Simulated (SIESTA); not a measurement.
The system is KBr.

```
Br K
1.0
     0.00000    3.30000    3.30000
     3.30000    0.00000    3.30000
     3.30000    3.30000    0.00000
Br K
1 1
Direct
  0.50000 0.50000 0.50000
  0.00000 0.00000 0.00000
```

Base run:

* Program: SIESTA 5.4.2
* Functional: PBE
* Potentials or basis: PseudoDojo 0.4 standard (PBE files)
* Basis: DZP (energy shift 0.003 Ry; two zetas on semicore shells; d shell added on K)
* Grid cutoff: 800 Ry
* Energy shift: 0.003 Ry
* k mesh: 7 × 7 × 7
* Occupations: fermi-dirac, width 0.05 eV
* Spin: no spin polarisation

Its results: band gap on the k mesh 4.51 eV, direct; pressure 0.8 GPa.

The run is repeated on the same cell with these changes: functional from PBE to AM05; potentials or basis from PseudoDojo 0.4 standard (PBE files) to PseudoDojo 0.4 standard (PBEsol files). What comes out?

Band gap on the k mesh 4.56 eV, direct; pressure 0.5 GPa.

Caveats: the basis of atomic orbitals isn't converged, which shifts pressures, moduli and gaps; an odd mesh through Γ misses points on the zone boundary, where band edges often lie (some runs); the potentials were made for another functional, which shifts forces and pressure (some runs).

Not every run made on this cell is shown here.
